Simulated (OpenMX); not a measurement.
Ba: changing the dispersion correction

Symmetry: Im-3m, No. 229, cubic system. The conventional cell has a = 5.013 Å, b = 5.013 Å, c = 5.013 Å, α = 90.00°, β = 90.00°, γ = 90.00°. Around Ba (site symmetry m-3m) lie 8 Ba at 4.34 Å.

Kept alike: task single point; functional PBE; k mesh 7 × 7 × 7; occupations fermi-dirac, width 0.05 eV; no spin polarisation. Program: OpenMX, OpenMX 2013 PBE set, Ba10.0-s3p2d2, grid cutoff 300 Ry. The mesh is that of the run's cell of 1 atom. No spin-orbit coupling.

| dispersion correction | pressure (GPa) |
| --- | --- |
| D3(zero) | -0.05 |
| D3(BJ) | -0.27 |
| D4 | -0.15 |
| none | 0.23 |

Pressure is positive in compression. For a metal such a mesh leaves the last digits unconverged.

Problem. What does the dispersion correction change here?

Solution. The pressure runs from -0.27 (D3(BJ)) to 0.23 GPa (none). Dispersion terms mostly attract, so at fixed cell they lower the pressure.
